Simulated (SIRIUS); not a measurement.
Ta in SIRIUS: the effect of functional

The system is Ta.

```
Ta
1.0
    -1.65128    1.65128    1.65128
     1.65128   -1.65128    1.65128
     1.65128    1.65128   -1.65128
Ta
1
Cartesian
  0.0000 0.0000 0.0000
```

Alike in all runs:

* Program: SIRIUS 7.12.0
* Task: equation of state
* Potentials or basis: all-electron FP-LAPW
* Cutoff: 170 eV
* Basis: apw+lo standard
* k mesh: 11 × 11 × 11
* Occupations: fermi-dirac, width 0.05 eV
* Spin: no spin polarisation

```tsv
functional	V0 of scaled cells (Å³/atom)	B0 (GPa)
LDA	17.19	226
PBEsol	17.61	211
WC	17.70	211
AM05	17.55	210
PW91	18.20	195
revPBE	?	?
RPBE	18.57	183
BLYP	18.81	183
```

Task: What does the run with functional revPBE give?

Result: V0 of scaled cells 18.47 Å³/atom; B0 186 GPa.

Runs at the PBE level aren't shown here.
